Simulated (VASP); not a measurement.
Write the native input for VASP 6.6.1 that does the following.

| Item | Value |
| --- | --- |
| Task | relaxation of shape and atoms at fixed volume |
| Functional | PBE |
| Dispersion | D3(BJ) |
| Potentials or basis | VASP PAW PBE potentials, release 64 (Mo_sv, Se) |
| Cutoff | 600 eV |
| k mesh | 9 × 9 × 2 |
| Occupations | gaussian, width 0.03 eV |
| Spin | no spin polarisation |
| Further INCAR settings | ALGO = Normal; EDIFF = 1e-07; IBRION = 2; EDIFFG = -0.01; NSW = 40; ISIF = 4 |

The structure of MoSe2 lies in POSCAR:

```
MoSe2                                   
1.0
    3.2117323676      0.0000000000      0.0000000000
   -1.6058661839      2.7814418205      0.0000000000
    0.0000000000      0.0000000000     12.4652445914
  Mo              Se            
     2     4
Direct
     0.3333333332999970    0.6666666667000030    0.2500000000000000
     0.6666666667000030    0.3333333332999970    0.7500000000000000
     0.3333333332999970    0.6666666667000030    0.6183309794846110
     0.6666666667000030    0.3333333332999970    0.1183309794846110
     0.3333333332999970    0.6666666667000030    0.8816690205153890
     0.6666666667000030    0.3333333332999970    0.3816690205153890
```

The cell isn't the ideal one: a relaxed cell with its volume scaled by 0.94.

The input as run:

INCAR

```
PREC = Accurate ; ENCUT = 600
EDIFF = 1E-7 ; ISMEAR = 0
SIGMA = 0.03 ; LREAL = F
LASPH = T ; NELM = 80
ALGO = Normal ; ISIF = 4
LWAVE = F ; LCHARG = F
GGA = PE ; IVDW = 12
IBRION = 2 ; NSW = 40
EDIFFG = -0.01 ; KPAR = 2
```

KPOINTS

```
regular mesh
0
Gamma
  9 9 2
```

Potentials or basis: VASP PAW PBE potentials, release 64 (Mo_sv, Se).

Command:

```console
$ cat potpaw_PBE.64/Mo_sv/POTCAR potpaw_PBE.64/Se/POTCAR > POTCAR
$ mpirun -np 2 vasp_std > vasp.out
```

It gave:

The energy gained by relaxing is 19.4 meV/atom, the ionic steps are 7 and the pressure after relaxing is 4.0 GPa. The largest force after relaxing is 0.010 eV/Å. The band gap on the k mesh is 0.65 eV, indirect (least direct gap 1.50 eV) and the dispersion energy per atom is -0.510 eV.

Caveat: an odd mesh through Γ misses points on the zone boundary, where band edges often lie.

Wall time 4.8 min on 2 MPI ranks on AMD EPYC 7R13 Processor (Zen 3), on a shared host, peak memory 0.3 GiB a rank.
